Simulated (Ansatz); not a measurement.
# Orbital-resolved density of states of Mg₃Sb₂

```
CELL_PARAMETERS angstrom
4.58200 0.00000 0.00000
-2.29100 3.96813 0.00000
0.00000 0.00000 7.24400
ATOMIC_POSITIONS crystal
Mg 0.33333 0.66667 0.63000
Mg 0.66667 0.33333 0.37000
Mg 0.00000 0.00000 0.00000
Sb 0.33333 0.66667 0.23500
Sb 0.66667 0.33333 0.76500
```

Atoms are numbered in the order listed.

The cell is COD entry 1539537, as deposited and not checked against the literature; nothing was relaxed. It differs from other determinations.

Spin–orbit coupling is left out, though it moves levels of the heavy atoms by tenths of an eV or more.

The calculation used DFT, PBE, all-electron LAPW, scalar-relativistic in Ansatz 0.2.0.

Numerical set-up: a Γ-centred 7×7×4 k mesh, Fermi–Dirac smearing of 0.08 eV, basis error target 1 meV/atom, no spin polarisation.

States per eV for one atom of each kind, in 0.4 eV bins named by their centres, from the valence-band top, projected on a minimal set of Löwdin-orthogonalised atomic shells; orbitals are real harmonics on the Cartesian axes, equal curves share a column, and empty bins are left out, as is all above 3.6 eV, near the top of the computed bands.

Sb4 5p:

```
# E all pz px=py
-9.8 0.01 0.00 0.00
-9.4 0.02 0.01 0.01
-9.0 0.03 0.02 0.01
-8.6 0.01 0.01 0.00
-4.6 0.42 0.12 0.15
-4.2 1.40 0.51 0.45
-3.8 0.81 0.26 0.27
-3.4 0.61 0.20 0.21
-3.0 0.86 0.32 0.27
-2.6 1.10 0.29 0.41
-2.2 1.24 0.28 0.48
-1.8 1.34 0.42 0.46
-1.4 1.88 0.69 0.60
-1.0 1.56 0.58 0.49
-0.6 0.69 0.22 0.23
-0.2 0.11 0.06 0.02
0.6 0.05 0.03 0.01
1.0 0.16 0.07 0.04
1.4 0.16 0.06 0.05
1.8 0.10 0.04 0.03
2.2 0.14 0.06 0.04
2.6 0.19 0.07 0.06
3.0 0.22 0.07 0.07
3.4 0.17 0.06 0.06
```

Mg1 3s:

```
# E all
-10.2 0.02
-9.8 0.13
-9.4 0.19
-9.0 0.20
-8.6 0.01
-4.6 0.11
-4.2 0.33
-3.8 0.20
-3.4 0.13
-3.0 0.12
-2.6 0.10
-2.2 0.08
-1.8 0.06
-1.4 0.07
-1.0 0.03
0.6 0.07
1.0 0.13
1.4 0.17
1.8 0.17
2.2 0.26
2.6 0.34
3.0 0.32
3.4 0.21
```

Mg3 3s:

```
# E all
-10.2 0.02
-9.8 0.11
-9.4 0.13
-9.0 0.10
-8.6 0.02
-4.6 0.19
-4.2 0.43
-3.8 0.12
-3.4 0.11
-3.0 0.12
-2.6 0.10
-2.2 0.06
-1.8 0.06
-1.4 0.06
-1.0 0.03
0.6 0.29
1.0 0.67
1.4 0.61
1.8 0.28
2.2 0.10
2.6 0.10
3.0 0.10
3.4 0.07
```

Sb4 5s:

```
# E all
-10.2 0.05
-9.8 0.33
-9.4 0.84
-9.0 2.10
-8.6 0.81
-4.6 0.01
-4.2 0.08
-3.8 0.08
-3.4 0.07
-3.0 0.06
-2.6 0.04
-2.2 0.03
-1.8 0.03
-1.4 0.02
-1.0 0.01
0.6 0.01
1.0 0.02
1.4 0.03
1.8 0.04
2.2 0.06
2.6 0.04
3.0 0.04
3.4 0.03
```
